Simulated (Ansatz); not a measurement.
# CoO (R-3m): equation of state

The task here is to estimate one member of a computed series from the others.

Computed with Ansatz 0.2.0 (DFT PBE, scalar-relativistic, plane waves, PAW, unless a step's input says otherwise).

### Starting point

Symmetry: R-3m, No. 166, trigonal system. The conventional cell has a = 2.824 Å, b = 2.824 Å, c = 8.017 Å, α = 90.00°, β = 90.00°, γ = 120.00°. Co (site symmetry -3m) is surrounded by 6 O at 2.11 Å. O (site symmetry -3m) has 6 Co at 2.11 Å as nearest neighbours.

As a file:

```
Co O
1.0
    -2.42008   -2.42008    4.41693
    -4.41693   -2.42008    2.42008
    -2.42008   -4.41693    2.42008
Co O
2 2
Direct
  0.00000 0.00000 0.00000
  0.50000 0.50000 0.50000
  0.25000 0.25000 0.25000
  0.75000 0.75000 0.75000
```

An earlier run at PBE left this cell at 9.228 Å³/atom and 0.00 GPa (14×14×14 mesh). The large moments point both ways and cancel.

Volume factors to run: 0.980, 1.020, 0.960, 1.040.

Set-up of the first run:

File input.yaml:

```yaml
crystal:
  lattice:
    - [-2.4038406275, -2.4038406275, 4.3872816562]
    - [-4.3872816562, -2.4038406275, 2.4038406275]
    - [-2.4038406275, -4.3872816562, 2.4038406275]
  atoms:
    - { symbol: Co, position: [0.0, 0.0, 0.0], spin: 2.58 }
    - { symbol: O, position: [1.2499992812, -0.7500007188, -0.7500007188] }
    - { symbol: Co, position: [0.5, 0.5, 0.5], spin: -2.58 }
    - { symbol: O, position: [1.7500007188, -0.2499992812, -0.2499992812] }
basis:
  ecutwfc: 420
  ecutrho_ratio: 4
kpoints:
  mp_grid: { grid: [14, 14, 14] }
hamiltonian:
  xc: pbe
scf:
  occupations: { method: gaussian, width: 0.05 }
output:
  forces: true
  stress: true
  eigenvalues: true
  populations: true
magnetization:
  spin_polarized: true
relax:
  f_tol: 0.01
  max_steps: 40
  cell: { stress_tol: 0.1, fix: [volume] }
```

The run is started by

```bash
$ ansatz run input.yaml --threads 2 --pin off --max-ram 5120MiB --backend cpu --events-out ev --progress --plain --runs-dir out
```

Among the steps run: At 0.980 of the relaxed volume; Scaling the volume by 1.020; Volume × 0.960; At 1.040 of the relaxed volume.

One of the session's tables, all rows but one given; the rest of the session is left out.

```
volume (Å³/atom)  energy (meV/atom)  pressure (GPa)  moment of atom 1 (μB)
           8.859               8.82            8.02                   2.31
           9.043                  ?               ?                      ?
           9.228               0.00            0.00                   2.34
           9.412               2.03           -3.45                   2.36
           9.597               7.83           -6.55                   2.37
```

Q: Estimate the row for volume (Å³/atom) = 9.043 from the others.

Worked estimate for «energy (meV/atom)». A straight line through the neighbours (8.859, 8.82) and (9.228, 0.00) gives 8.82 + (0.00 − 8.82) × (9.043 − 8.859) / (9.228 − 8.859) = 4.42; a parabola fitted to 3 rows on both sides gives 2.27.

As computed: energy (meV/atom): 2.10; pressure (GPa): 3.81; moment of atom 1 (μB): 2.33. In «energy (meV/atom)» the line misses by +2.32 and the parabola by +0.17.

volume (Å³/atom), energy (meV/atom) and a bar:
```
     8.86        8.8 ##############################
     9.04        2.1 #######
     9.23        0.0 
     9.41        2.0 #######
     9.60        7.8 ###########################
```

Caveats from the session: Warnings in the runs' records: anti translation declined, stability check not made.
